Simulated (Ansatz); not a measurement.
## Property card for BaS

The calculation used Ansatz, DFT PBE, scalar-relativistic, plane waves, PAW.

Settings: cutoff 420 eV, Γ-centred mesh 8×8×8 on the computed 2-atom cell, Gaussian smearing of 0.02 eV; no spin polarisation.

The structure is relaxed at this level of theory with its symmetry kept.

```
Ba S
1.0
     0.00000    3.21439    3.21439
     3.21439    0.00000    3.21439
     3.21439    3.21439    0.00000
Ba S
1 1
Direct
  0.00000 0.00000 0.00000
  0.50000 0.50000 0.50000
```

```json
{"Space group": "Fm-3m (No. 225)", "Volume per atom": "224.1 bohr³", "Formation energy from the elements' standard states (uncorrected)": "-2.133 eV/atom", "Kohn–Sham band gap": "2.23 eV", "Löwdin character of the top 1 eV of the valence band": "S 3p 92 %, unprojected 5 %", "Bader charges (e)": "Ba (1 in the cell) 1.42, S (1 in the cell) -1.42"}
```

Spin-orbit coupling is left out, which matters for the bands of heavy elements.